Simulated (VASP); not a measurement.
A run of VASP 6.6.1 is set up as follows.

The input INCAR:

```
SYSTEM = ZnS
PREC = Accurate
ENCUT = 520
EDIFF = 1E-7
ISMEAR = 0
SIGMA = 0.011
LREAL = .FALSE.
LASPH = .TRUE.
NELM = 60
ALGO = Normal
ISIF = 2
LWAVE = .FALSE.
LCHARG = .FALSE.
GGA = PE
NBANDS = 16
```

The input KPOINTS:

```
regular mesh
0
G
  9 9 9
  0 0 0
```

The input POSCAR:

```
ZnS
1.0
    0.0000000000      2.7020000000      2.7020000000
    2.7020000000      0.0000000000      2.7020000000
    2.7020000000      2.7020000000      0.0000000000
Zn S
1 1
Direct
    0.7500000000      0.7500000000      0.7500000000
    0.0000000000      0.0000000000      0.0000000000
```

Potentials or basis: VASP PAW PBE potentials, release 64 (Zn, S).

Launch:

```bash
$ cat potpaw_PBE.64/Zn/POTCAR potpaw_PBE.64/S/POTCAR > POTCAR
$ mpirun -np 1 vasp_std > vasp.out
```

(1) What does it give for the pressure?

(2) Predict the band gap on the k mesh.

Answers

(1) 1.8 GPa.

(2) 2.11 eV, direct.

**What was measured.**

“Electronic, vibrational, and thermodynamic properties of ZnS (zincblende and rocksalt structure)”, 2009, arxiv:0911.5022 quotes, for a bulk crystal of ZnS at 19 K: band gap 3.85 eV (direct).

Against the measured gap of ZnS, 3.85 eV (direct; 19 K; quoted in “Electronic, vibrational, and thermodynamic properties of ZnS (zincblende and rocksalt structure)”, 2009, arxiv:0911.5022), the calculated 2.11 eV is off by -1.74 eV. The value is that of PBE, without temperature or zero-point motion. Semilocal functionals fall short of measured gaps as a rule.
